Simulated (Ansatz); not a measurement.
# FeGe (P6/mmm) in Ansatz: further runs

Runs on FeGe. Level: LDA+U. Tasks: relaxation of cell and atoms.

Program: Ansatz 0.2.0. These are calculated values, not measurements. Logs are shortened: lines on timing, memory, paths and dates and some standing lists are left out, and cuts for length are marked.

## Step 1: The crystal as given

The structure is hexagonal, space group P6/mmm (No. 191). Conventional cell: a = 4.998 Å, b = 4.998 Å, c = 4.116 Å, α = 90.00°, β = 90.00°, γ = 120.00°. Ge (site symmetry -6m2) has 6 Fe at 2.51 Å and 3 Ge at 2.89 Å as nearest neighbours. Around Ge (site symmetry 6/mmm) lie 6 Fe at 2.50 Å. Around Fe (site symmetry mmm) lie 6 Ge at 2.50 to 2.51 Å and 4 Fe at 2.50 Å.

The cell is a database's computed one.

## Step 2: Relaxation of cell and atoms, LDA+U, collinear spin, ferromagnetic start

Contents of input.yaml:

```yaml
crystal:
  lattice:
    - [4.9976023358, 0.0, 0.0]
    - [-2.4988011679, 4.3280505808, 0.0]
    - [0.0, 0.0, 4.11576135]
  atoms:
    - { symbol: Ge, position: [0.6666666667, 0.3333333333, 0.5] }
    - { symbol: Ge, position: [0.3333333333, 0.6666666667, 0.5] }
    - { symbol: Ge, position: [0.0, 0.0, 0.0] }
    - { symbol: Fe, position: [0.0, 0.5, 0.0], spin: 3.0 }
    - { symbol: Fe, position: [0.5, 0.5, 0.0], spin: 3.0 }
    - { symbol: Fe, position: [0.5, 0.0, 0.0], spin: 3.0 }
hamiltonian:
  xc: lda
  pseudopotentials: { kind: paw }
  hubbard: { sites: [{ species: Fe, l: d, u_eff: 1.0 }] }
magnetization:
  spin_polarized: true
kpoints:
  mp_grid: { grid: [6, 6, 7] }
scf:
  occupations: { method: fermi_dirac, width: 0.05 }
output:
  forces: true
  stress: true
  eigenvalues: true
  write_density: true
  write_potential: true
  elf: true
  volumetric_format: npy
relax:
  f_tol: 0.01
  max_steps: 40
  cell: { stress_tol: 0.05 }
```

Potentials or basis: Ansatz PAW.

Run with:

```sh
$ ansatz run input.yaml --threads 2 --pin off --max-ram 5632MiB --backend cpu --events-out ev --progress --plain --runs-dir out
```

Output:

```text
Warning: RAYON_NUM_THREADS=2 ignored (pool sized by the plan → 2); use --threads N
Ge: projections on atomic orbitals take those of the free atom [Ar] 3d10 4s2 4p2, of charge +0.00 (hamiltonian.pseudopotentials.projection_atoms); the dataset's partial waves leave at most 1.2e-6 of an orbital's norm unspanned inside its sphere
Fe: projections on atomic orbitals take those of the free atom [Ne] 3s2 3p6 3d6 4s2, of charge +0.00 (hamiltonian.pseudopotentials.projection_atoms); the dataset's partial waves leave at most 1.1e-6 of an orbital's norm unspanned inside its sphere
Engine: ansatz 0.2.0, aarch64-unknown-linux-gnu
Pseudopotentials: kind: paw
Pseudopotential: Ge, paw, valence charge 14, recommended cutoff 420 eV (normal), Ge.paw.azcp
Pseudopotential: Fe, paw, valence charge 16, recommended cutoff 420 eV (normal), Fe.paw.azcp
Functional definition: SPW92
  exchange = slater_x
  correlation = pw_c
Crystal: 6 atoms, lattice volume = 89.023 Å³
Basis set: ecut = 420 eV, 1699 PW (Γ)
Bands: 60, of which v1, the nominal top of the filled ones, is band 45 counted from 1 (44 counted from 0)
Symmetry: 24 space group operations
Space group: P6/mmm (ITA 191), of the structure as read, at distance tolerance 4.5e-5 Å
Magnetic group: BNS 191.233 (UNI 1463), of the structure as read, at distance tolerance 4.5e-5 Å
k-points: 28 of 252
Non-local potential: Ge, projectors of the file, l = 0: 2, l = 1: 2, l = 2: 3, l = 3: 1
Non-local potential: Fe, projectors of the file, l = 0: 3, l = 1: 2, l = 2: 3, l = 3: 1
PAW form: soft (Blöchl's): semilocal exchange-correlation on the pseudo side does not see the compensation charge
PAW frozen core: Ge, regenerated for the run's functional, and the local potential with it (the file was generated under x = pbe(κ = 0.804, μ = 0.2195149727645171), c = pbe(β = 0.06672455060314922))
PAW frozen core: Fe, regenerated for the run's functional, and the local potential with it (the file was generated under x = pbe(κ = 0.804, μ = 0.2195149727645171), c = pbe(β = 0.06672455060314922))
PAW one-centre angular grid: Ge, 590 points (default); XC on 64 Gauss nodes
PAW one-centre angular grid: Fe, 590 points (default); XC on 64 Gauss nodes
Initial density: superposition of atomic densities (chi_scale 0.1, normalization cell)
Starting moments: Σ|m| = 9 μB on 3 of 6 sites
Initial wavefunctions: pseudopotential atomic-orbital guess
Functional: x = slater, c = lda
SCF iter   1: F=—  HF=-25907.458353 eV  |F-HF|=—  |Δ(HF+E_count)|=         —  Δρ=8.63e-2 (↑3.00e-2 ↓8.63e-2)  dr2=1.36e1  dr2_m=2.06e0  M=5.559 μB ∫|m|=6.436 μB  β_m=0.30  ethr=3.10e-3  ⟨swp⟩=6.0  Hψ=11405  notcnv=0  defer=4
preconditioner: auto → Kerker (q_TF=auto, 2.733 Å⁻¹)  [metal: Δε(μ)=0.013 eV  Ē_g=17.423 eV  σ=0.050 eV  W_gap=0.06  n_scr=26 (ndim 8)  ℏωp=32.0 eV  f_vac=0.002  D(μ)=4.23/eV (n_scr^D=32)]
spin=Collinear: Kerker preconditioning applied to the charge; magnetization (m = ρ↑ − ρ↓) channel mixes plain (no charge-response kernel on spin).
SCF iter   2: F=—  HF=-25906.345231 eV  |F-HF|=—  |Δ(HF+E_count)|=    1.11e0  Δρ=4.33e-2 (↑4.33e-2 ↓3.61e-2)  dr2=3.95e0  dr2_m=8.16e-1  M=5.752 μB ∫|m|=6.696 μB  β_m=0.30  ethr=3.10e-3  ⟨swp⟩=2.2  Hψ=5078  notcnv=0  defer=282
SCF iter   3: F=—  HF=-25905.884929 eV  |F-HF|=—  |Δ(HF+E_count)|=   4.60e-1  Δρ=2.95e-2 (↑2.87e-2 ↓2.95e-2)  dr2=2.47e0  dr2_m=4.75e-1  M=5.637 μB ∫|m|=6.601 μB  β_m=0.30  ethr=3.10e-3  ⟨swp⟩=2.0  Hψ=4009  notcnv=0  defer=275
SCF iter   4: F=—  HF=-25905.309275 eV  |F-HF|=—  |Δ(HF+E_count)|=   5.76e-1  Δρ=1.51e-2 (↑1.51e-2 ↓8.28e-3)  dr2=4.10e-1  dr2_m=4.97e-2  M=6.132 μB ∫|m|=6.935 μB  β_m=0.30  ethr=2.75e-3  ⟨swp⟩=2.7  Hψ=4792  notcnv=0  defer=275
SCF iter   5: F=—  HF=-25905.282100 eV  |F-HF|=—  |Δ(HF+E_count)|=   2.72e-2  Δρ=1.42e-2 (↑7.69e-3 ↓1.42e-2)  dr2=1.63e-1  dr2_m=8.55e-2  M=5.837 μB ∫|m|=6.711 μB  β_m=0.30  ethr=4.56e-4  ⟨swp⟩=2.2  Hψ=4419  notcnv=0  defer=265
SCF iter   6: F=—  HF=-25905.274216 eV  |F-HF|=—  |Δ(HF+E_count)|=   7.88e-3  Δρ=7.73e-3 (↑7.73e-3 ↓6.93e-3)  dr2=1.36e-2  dr2_m=4.16e-2  M=5.875 μB ∫|m|=6.714 μB  β_m=1.00  ethr=1.81e-4  ⟨swp⟩=2.4  Hψ=4749  notcnv=0  defer=265
SCF iter   7: F=—  HF=-25905.287306 eV  |F-HF|=—  |Δ(HF+E_count)|=   1.31e-2  Δρ=5.35e-3 (↑1.39e-3 ↓5.35e-3)  dr2=4.10e-2  dr2_m=5.17e-3  M=5.749 μB ∫|m|=6.606 μB  β_m=0.30  ethr=1.51e-5  ⟨swp⟩=2.0  Hψ=5635  notcnv=0  defer=266
SCF iter   8: F=—  HF=-25905.292777 eV  |F-HF|=—  |Δ(HF+E_count)|=   5.47e-3  Δρ=3.39e-3 (↑1.65e-3 ↓3.39e-3)  dr2=7.37e-3  dr2_m=4.45e-3  M=5.741 μB ∫|m|=6.584 μB  β_m=0.30  ethr=1.51e-5  ⟨swp⟩=2.0  Hψ=5636  notcnv=0  defer=267
Mixer restart at iter 8: flushing history
spin-set hold released at iteration 8 (site moments contracting): the magnetisation degrees of freedom join the quasi-Newton model from the next iteration; the mixer history was flushed
SCF iter   9: F=—  HF=-25905.298031 eV  |F-HF|=—  |Δ(HF+E_count)|=   5.25e-3  Δρ=2.66e-3 (↑2.42e-3 ↓2.66e-3)  dr2=1.96e-3  dr2_m=4.87e-3  M=5.722 μB ∫|m|=6.553 μB  β_m=0.65  ethr=8.19e-6  ⟨swp⟩=1.6  Hψ=3832  notcnv=0  defer=267
[... 229 lines left out ...]
Absolute magnetization: 4.7883 μB (∫|ρ↑−ρ↓|, with the PAW one-centre terms)
Spin contamination: 0.1151 ħ² per cell (⟨S²⟩ above its minimum at these occupations)
Per-site moments (μB) at R_I (Å): [(-0.03779795856201777, 1.0009279793270995), (-0.037797958562017626, 1.0009279793270995), (-0.06276536334778882, 1.0005137221967284), (1.4730157368192782, 1.0005137221967284), (1.4730157368192776, 1.0005137221967284), (1.473015736819279, 1.0005137221967284)]
Free energy (F): -25905.660288 eV
Harris-Foulkes:  -25905.660288 eV  (|F-HF|=2.91e-11)
Internal energy: -25905.624529 eV  (E = F + TS)
E sigma→0 (E₀):  -25905.642408 eV
Entropy (-TS):   -0.035758 eV (-5.960 meV/atom)
Fermi energy:    15.736937 eV
--- Per-component energies (eV) ---
  E_band       = -941.823923
  E_kinetic    = 1412.146222
  E_local      = -13840.013763  (includes V_loc(G=0)·N_el)
  E_nonlocal   = 1930.235035
  E_hartree    = 6035.232828
  E_xc         = -585.322637
  E_vxc        = -661.141594  (∫ρ·V_xc dr)
  E_hubbard    = 2.662045  (on-site DFT+U / exact-exchange correction)
  E_vhub       = -5.211465  (the Hubbard potential's part of the band-sum identity)
  E_paw        = -9741.897548  (= ΣΔE_a)
  E_vpaw       = -1848.307647  (= ΣTr[D̂ρ^β])
  E_aug_tail   = 0.003406  (compensation charges beyond the density's cutoff)
  E_ewald      = -11125.599704
  E_core_change = 6.929586  (= ΣΔE_core)
  E_smearing   = -0.035758  (= −TS)
  E_closure    = 0.000000  (closes the sum)
  Σ components = -25905.660288   (vs F -25905.660288, Δ=0.00e0)
--- Forces (eV/Å), atoms counted from 1 ---
  atom   1  Ge    -0.00000000    -0.00000000     0.00000000
  atom   2  Ge    -0.00000000     0.00000000     0.00000000
  atom   3  Ge     0.00000000     0.00000000     0.00000000
  atom   4  Fe    -0.00000000    -0.00000000     0.00000000
  atom   5  Fe    -0.00000000     0.00000000     0.00000000
  atom   6  Fe     0.00000000     0.00000000     0.00000000
  max |Σ_I F_I| component: 5.55e-17 eV/Å
--- Stress (GPa, compression-positive) ---
       -0.007254       0.000000      -0.000000
        0.000000      -0.007254      -0.000000
       -0.000000      -0.000000      -0.010837
  P = ⅓ Tr σ = -0.0084 GPa (-0.084 kbar)
--- Band table (eV; the first three rows and the last of 56) ---
  k-point 0 ↑: bands = ["-71.3265", "-71.2614", "-71.2614", "-38.1178", "-37.8964", "-37.8964", "-37.7165", "-37.6592", "-37.6592", "-37.6527", "-37.6431", "-37.6431", "-9.3246", "-9.2486", "-9.2486", "-9.1524", "-9.1524", "-9.1425", "-9.1425", "-9.0967", "-9.0967", "-9.0789", "-9.0789", "-9.0756", "-9.0457", "-9.0457", "-9.0018", "2.6732", "6.7736", "9.1299", "10.2014", "10.5753", "10.5753", "10.6552", "12.1455", "12.1455", "12.4013", "12.4986", "12.4986", "12.5485", "12.5485", "14.0475", "14.0475", "14.2573", "14.3273", "14.3273", "15.6511", "15.9502", "17.1397", "17.1397", "18.6730", "19.2127", "20.2662", "20.2662", "21.6811", "22.5414", "23.1225", "23.1225", "25.0946", "26.4051"]
  k-point 1 ↑: bands = ["-71.3264", "-71.2614", "-71.2614", "-38.1176", "-37.8964", "-37.8964", "-37.7170", "-37.6594", "-37.6594", "-37.6527", "-37.6431", "-37.6431", "-9.3236", "-9.2491", "-9.2491", "-9.1517", "-9.1517", "-9.1439", "-9.1439", "-9.0964", "-9.0964", "-9.0801", "-9.0801", "-9.0729", "-9.0446", "-9.0446", "-9.0027", "2.8643", "6.6886", "8.6583", "10.1904", "10.7768", "10.7768", "10.9061", "12.1168", "12.1168", "12.1690", "12.1690", "12.3347", "12.9969", "12.9969", "14.0487", "14.0487", "14.2478", "14.3097", "14.3097", "15.7022", "15.9503", "16.7222", "16.7222", "18.1046", "19.8279", "19.9956", "19.9956", "20.1274", "22.4120", "22.4120", "24.5742", "26.1695", "26.6104"]
  k-point 2 ↑: bands = ["-71.3264", "-71.2614", "-71.2614", "-38.1172", "-37.8964", "-37.8964", "-37.7181", "-37.6596", "-37.6596", "-37.6527", "-37.6431", "-37.6431", "-9.3213", "-9.2503", "-9.2503", "-9.1502", "-9.1502", "-9.1470", "-9.1470", "-9.0957", "-9.0957", "-9.0828", "-9.0828", "-9.0668", "-9.0424", "-9.0424", "-9.0048", "3.4189", "6.2852", "8.1214", "9.3975", "11.3034", "11.3034", "11.8194", "11.8194", "12.1134", "12.2902", "12.2902", "12.2989", "13.4630", "13.4630", "14.0495", "14.0495", "14.2266", "14.2710", "14.2710", "15.5613", "15.6231", "15.6231", "15.9505", "17.2798", "17.8425", "19.4026", "19.4026", "21.6591", "21.6591", "22.3852", "27.0427", "27.1684", "27.1684"]
  k-point 27 ↓: bands = ["-69.6486", "-69.6486", "-69.6144", "-36.3258", "-36.3258", "-36.2657", "-36.1488", "-36.1488", "-36.1009", "-36.1009", "-36.0863", "-36.0691", "-9.3245", "-9.2639", "-9.2639", "-9.1995", "-9.1538", "-9.1538", "-9.1440", "-9.1440", "-9.1070", "-9.0763", "-9.0763", "-9.0603", "-9.0465", "-9.0324", "-9.0324", "6.0892", "6.0892", "6.5380", "9.7274", "9.7274", "9.9043", "12.4864", "12.4864", "13.3648", "13.3648", "13.4103", "14.3260", "14.3260", "14.7401", "15.1089", "15.1089", "15.5142", "15.7768", "15.7768", "15.7972", "16.6424", "17.2406", "19.2051", "19.2051", "20.5041", "20.5041", "21.4622", "23.0175", "25.7974", "26.0239", "26.0239", "26.5186", "26.5186"]
--- Relaxed structure (5 steps of the walk, 5 accepted, 1 SCFs on fresh bases) ---
  F+E_penalty+E_count = -25905.66028758 eV   max|allowed force component| = 7.401e-17 eV/Å   (the final SCF, on the basis selected at the relaxed cell)
  cell:  # Å, volume = 80.7685 Å³
    - [4.850975622772018, 0.0, 0.0]
    - [-2.425487811386009, 4.201068122459605, 0.0]
    - [0.0, 0.0, 3.963264679544405]
  atoms:
    - { symbol: Ge, position: [0.6666666666666667, 0.33333333333333337, 0.5] }
    - { symbol: Ge, position: [0.33333333333333337, 0.6666666666666669, 0.5] }
    - { symbol: Ge, position: [6.048932755225155e-35, -2.8352524790566253e-35, 0.0] }
    - { symbol: Fe, position: [5.551115123125783e-17, 0.5000000000000001, 0.0] }
    - { symbol: Fe, position: [0.5, 0.5000000000000001, 0.0] }
    - { symbol: Fe, position: [0.5, 1.7536847758742617e-35, 0.0] }
```

Wall time 4.4 min (2 threads of Arm Neoverse V2, shared host); peak memory 1.3 GiB.

Results:

```yaml
Free_energy: -25905.6603 eV
Relaxed_volume: 13.46 Å³/atom
Relaxed_cell: a = 4.851 Å, b = 4.851 Å, c = 3.963 Å, α = 90.00°, β = 90.00°, γ = 120.00°
Space_group_after_relaxing_to_0.05_Å: P6/mmm (No. 191)
Energy_gained_by_relaxing: 58.6 meV/atom
Ionic_steps: 7
Pressure_after_relaxing: 0.0 GPa
Band_gap_on_the_k_mesh: none (metal or under the smearing width)
Net_moment: 4.24 μB per cell
Absolute_moment: 4.79 μB per cell
Site_moments: Ge -0.04, -0.06; Fe +1.47 μB
```

The path:
| step | energy change (eV) | largest force (eV/Å) | volume (Å³) |
| --- | --- | --- | --- |
| 1 | 0.0000 | 0.0000 | 89.02 |
| 2 | -0.2910 | 0.0000 | 83.91 |
| 3 | -0.3112 | 0.0000 | 78.27 |
| 4 | -0.3550 | 0.0000 | 80.53 |
| 5 | -0.3553 | 0.0000 | 80.77 |
| 6 | -0.3517 | 0.0000 | 80.77 |
| 7 | -0.3517 | 0.0000 | 80.77 |

Final structure:
```
Ge Fe
1.0
     4.85098    0.00000    0.00000
    -2.42549    4.20107    0.00000
     0.00000    0.00000    3.96326
Ge Fe
3 3
Direct
  0.66667 0.33333 0.50000
  0.33333 0.66667 0.50000
  0.00000 0.00000 0.00000
  0.00000 0.50000 0.00000
  0.50000 0.50000 0.00000
  0.50000 0.00000 0.00000
```

Levels at points of the mesh, in eV from the Fermi level:
Spin up:
```
            k point  band 45  band 46  band 47  band 48  band 49  band 50
 (0.00, 0.00, 0.00)    -1.41    -1.41    -0.09     0.21     1.40     1.40
(0.00, -0.50, 0.00)    -1.43     0.49     0.60     1.12     1.57     2.21
```
Spin down:
| k point | band 41 | band 42 | band 43 | band 44 | band 45 | band 46 |
| --- | --- | --- | --- | --- | --- | --- |
| (0.00, 0.00, 0.00) | -1.67 | 0.33 | 0.33 | 0.38 | 0.61 | 0.61 |
| (0.00, -0.50, 0.00) | -0.95 | -0.48 | -0.32 | 0.25 | 0.56 | 1.69 |

Eigenvalues of the final occupation matrices:
```
  site  spin  trace               eigenvalues
site 1     1   4.27  0.77 0.80 0.87 0.90 0.93
site 1     2   2.75  0.41 0.42 0.56 0.67 0.68
site 2     1   4.27  0.77 0.80 0.87 0.90 0.93
site 2     2   2.75  0.41 0.42 0.56 0.67 0.68
site 3     1   4.27  0.77 0.80 0.87 0.90 0.93
site 3     2   2.75  0.41 0.42 0.56 0.67 0.68
```

Caveat: the magnetic or orbital state may not be the lowest; the plane-wave basis is chosen anew once the cell has moved, so the energies of steps on either side of that aren't comparable; the PAW data sets come from PBE, with cores solved anew for the run's functional, which leaves a small shift of forces and pressure; the U is typed as a test and isn't derived for this compound.

[end of part 1 of 2]
